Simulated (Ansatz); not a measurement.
Crystal: Ti.

```
CELL_PARAMETERS angstrom
2.95000 0.00000 0.00000
-1.47500 2.55477 0.00000
0.00000 0.00000 4.68000
ATOMIC_POSITIONS crystal
Ti 0.66667 0.33333 0.75000
Ti 0.33333 0.66667 0.25000
```

Base run:

```yaml
Program: Ansatz 0.2.0
Functional: PBEsol
Potentials_or_basis: all-electron LAPW, scalar-relativistic
Cutoff: 220 eV (chosen from the basis error)
Basis_error_allowed: 0.001 eV/atom
k_mesh: 10 × 10 × 6
Occupations: fermi-dirac, width 0.05 eV
Spin: no spin polarisation
```

Its results: pressure -5.7 GPa.

Task: The run is repeated on the same cell with these changes: functional from PBEsol to PBE. What comes out?

Result: Pressure -1.5 GPa.

PBE binds less tightly than PBEsol, so the same cell stands under more pressure.
